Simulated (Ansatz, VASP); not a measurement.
# Cd: VASP beside Ansatz

```
Cd
1.0
    -1.79092    1.79092    1.79092
     1.79092   -1.79092    1.79092
     1.79092    1.79092   -1.79092
Cd
1
Direct
  0.00000 0.00000 0.00000
```

Alike in both runs: task single point; functional RPBE; k mesh 14 × 14 × 14; occupations fermi-dirac, width 0.1 eV; no spin polarisation.

|  | VASP | Ansatz |
| --- | --- | --- |
| version | VASP 6.6.1 | Ansatz 0.2.0 |
| potentials or method | VASP PAW PBE potentials, release 64 (Cd) | plane waves (420 eV) with PAW, scalar-relativistic |
| plane-wave cutoff (eV) | 520 | 420 |
| valence electrons in the cell | 12 | 20 |

Ansatz gave:

| Item | Value |
| --- | --- |
| pressure (GPa) | 3.1 |

Q: What did VASP give for the same quantities?

A: Pressure (GPa): 3.3.

The functional is the same, so the differences come from potentials, cutoffs and numerics. The two sets of potentials don't hold the same shells in valence.

Caveats: the PAW data sets were made with another functional, which shifts forces and pressure a little (VASP).
